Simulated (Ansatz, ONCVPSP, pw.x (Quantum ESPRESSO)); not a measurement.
## What a changed setting does to a pw.x run (sc P)

Potential: optimised norm-conserving Vanderbilt (ONCV), ONCVPSP 4.0.1.1 (patched build), PBE; core [Ne], reference 3s2 3p3; waves: 3s: rc 1.60 bohr, ncon 4, nbas 7, qcut 3.7 1/bohr, 2 projectors, debl 3.5 Ha; 3p: rc 2.05 bohr, ncon 4, nbas 8, qcut 4.6 1/bohr, 1 projector; d scattering state at 0.4 Ha: rc 2.00 bohr, ncon 4, nbas 6, qcut 4.4 1/bohr, 1 projector; local part: polynomial inside 1.00 bohr (lpopt 5, dvloc0 2 Ha); core correction: Teter function, fcfact 4, rcfact 1.25.

The reference run (k-mesh 13³, cutoffs 105/420 Ry, Fermi–Dirac 0.01 Ry, mixing_beta 0.4, conv_thr 1e-9, no spin) gives 0.12 GPa at 14.621 Å³/atom, where all-electron LAPW gives 0.27 GPa. This run, with its own iteration cap, changes smearing to mp.

```
&control
  calculation='scf', prefix='x', pseudo_dir='./', outdir='./tmp', tstress=.true., disk_io='none'
/
&system
  ibrav=0, nat=1, ntyp=1, ecutwfc=105, ecutrho=420, nbnd=9,
  occupations='smearing', smearing='mp', degauss=0.01
/
&electrons
  conv_thr=1e-09, mixing_beta=0.4, electron_maxstep=60
/
ATOMIC_SPECIES
P 1.0 P.UPF
CELL_PARAMETERS angstrom
  2.44526365 0.00000000 0.00000000
  0.00000000 2.44526365 0.00000000
  0.00000000 0.00000000 2.44526365
ATOMIC_POSITIONS crystal
P 0.0000 0.0000 0.0000
K_POINTS automatic
13 13 13 0 0 0
```

```bash
pw.x < P.scf.in > P.scf.out
```

Task: How does the run end?

Result: It converges in 8 iterations; the free energy moves by +8.5 meV/atom and the pressure by -0.25 GPa. This scheme is built to cancel the term in the square of the width that Fermi–Dirac smearing leaves in the F of a metal.

```
Message from routine setup:
     using ibrav=0 with symmetry is DISCOURAGED, use correct ibrav instead
     lattice parameter (alat)  =       4.6209  a.u.
     unit-cell volume          =      98.6674 (a.u.)^3
     number of electrons       =         5.00
     number of Kohn-Sham states=            9
     kinetic-energy cutoff     =     105.0000  Ry
     charge density cutoff     =     420.0000  Ry
     scf convergence threshold =      1.0E-09
     Exchange-correlation= PBE
     number of k points=    84  Methfessel-Paxton smearing, width (Ry)=  0.0100
     iteration #  1     ecut=   105.00 Ry     beta= 0.40
     total energy              =     -13.87148450 Ry
     estimated scf accuracy    <       0.00525222 Ry
     iteration #  2     ecut=   105.00 Ry     beta= 0.40
     total energy              =     -13.87157579 Ry
     estimated scf accuracy    <       0.00189956 Ry
     iteration #  3     ecut=   105.00 Ry     beta= 0.40
     total energy              =     -13.87158845 Ry
     estimated scf accuracy    <       0.00000063 Ry
     iteration #  4     ecut=   105.00 Ry     beta= 0.40
     total energy              =     -13.87158906 Ry
     estimated scf accuracy    <       0.00000031 Ry
     iteration #  5     ecut=   105.00 Ry     beta= 0.40
     total energy              =     -13.87158913 Ry
     estimated scf accuracy    <       0.00000003 Ry
     iteration #  6     ecut=   105.00 Ry     beta= 0.40
     total energy              =     -13.87158912 Ry
     estimated scf accuracy    <       0.00000002 Ry
     iteration #  7     ecut=   105.00 Ry     beta= 0.40
     total energy              =     -13.87158912 Ry
     estimated scf accuracy    <          1.7E-09 Ry
     iteration #  8     ecut=   105.00 Ry     beta= 0.40
     the Fermi energy is    11.1171 ev
!    total energy              =     -13.87158912 Ry
     estimated scf accuracy    <          3.4E-10 Ry
     smearing contrib. (-TS)   =       0.00000482 Ry
     The total energy is F=E-TS. E is the sum of the following terms:
     one-electron contribution =       5.27067861 Ry
     hartree contribution      =       0.42278618 Ry
     xc contribution           =      -4.21463663 Ry
     ewald contribution        =     -15.35042210 Ry
     convergence has been achieved in   8 iterations
          total   stress  (Ry/bohr**3)                   (kbar)     P=       -1.27
     Message from routine punch:
     Nothing written, as per user request (disk_io='none')
```

The run took about 17 s on one core of a shared host (Neoverse-N1, 64 threads, 124 GiB, load 57).
